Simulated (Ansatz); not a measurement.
**In₂O₃: short dynamics, then relaxation**

A packing of 20 atoms, thrown in at random and pushed apart as soft spheres with like charges further apart (8 In, 12 O) went through Langevin stages in a fixed cell of 13.60 Å³/atom, at one k point, without spin and with a Fermi–Dirac width of kT (0.05 eV at least). These are results of Ansatz 0.2.0, DFT PBE, scalar-relativistic, plane waves, PAW, not measurements.

```
thermostat (K) duration (fs) friction (1/fs) cutoff (eV) mean T (K) mean P (GPa) mean square displacement (Å²)
          3000             48            0.030          320        3543          17.9                           0.30
          3000            500            0.030          420        2840          11.4                           1.40
          2160            438            0.030          420        2116          12.5                           0.59
          1200            500            0.030          420        1156           5.7                           0.57
           300            500            0.030          420         293           3.3                           0.18
```

Means run over the second half of a stage; pressure includes the kinetic part; displacements count from the stage's start, the atoms' common shift taken off. In so short a run the atoms moved about a bond length or less in the hot stages, so this is an annealed packing, not a quenched equilibrium liquid.

Cell and atoms were then relaxed on coarser meshes and computed once more: Plane waves to 420 eV, a k mesh through Γ of 4×4×4 on the computed 20-atom cell and Gaussian smearing (0.02 eV); no spin polarisation.

**Question.** What structure is left?

**Answer.** One draw of many: 13.81 Å³/atom with a gap on the mesh of 0.66 eV, 1.50 eV/atom below the elements' standard states (static lattices, no corrections for gases) (a packing that fell into a crystal (C2/c at 0.1 Å)).

Counting as bonded all pairs within 1.2 times the summed covalent radii, but none from a metal cation to another cation:

| atom → neighbour | mean count | mean length (Å) | spread (Å) |
| --- | --- | --- | --- |
| In → O | 6.00 | 2.22 | 0.05 |
| O → In | 4.00 | 2.22 | 0.05 |

Angles between all pairs of such bonds at an atom (mean ± spread): 105 ± 30° at In, 109 ± 14° at O.

```xyz
20
Lattice="6.5907 -0.0870 0.1824 -0.0872 6.5910 0.1829 0.1754 0.1756 6.3709" Properties=species:S:1:pos:R:3 pbc="T T T"
In    0.8208    3.8939    0.7879
In    4.4836    5.5055    1.2988
In    2.9304    6.0051    4.8128
In    1.3192    2.3419    4.3015
In    1.6430    0.6131    1.4445
In    4.1456    2.6790    2.8001
In    6.2108    5.1827    4.1560
In    5.0840    1.9164    5.9856
O     1.9339    2.7588    2.2464
O     2.4198    5.4848    0.5899
O     3.9376    0.9775    1.4443
O     5.0761    6.2957    5.6146
O     3.3821    1.7083    4.6302
O     1.2984    0.2782    3.5925
O     5.1158    3.4423    0.9705
O     4.0661    4.8923    3.3542
O     5.8466    2.8874    4.1562
O     6.5474    5.5258    2.0076
O     0.7057    1.9245    6.3569
O     1.3396    4.4057    5.0105
```

The final mesh leaves forces up to 0.11 eV/Å and stresses up to 0.3 GPa: the relaxation ran on a coarser mesh, so the cell's shape, its bonds and its energy belong partly to that mesh.

Cost: 6 runs of about 38 core-minutes in all (earlier runs that led there not counted), on Arm Neoverse V2 (shared hosts).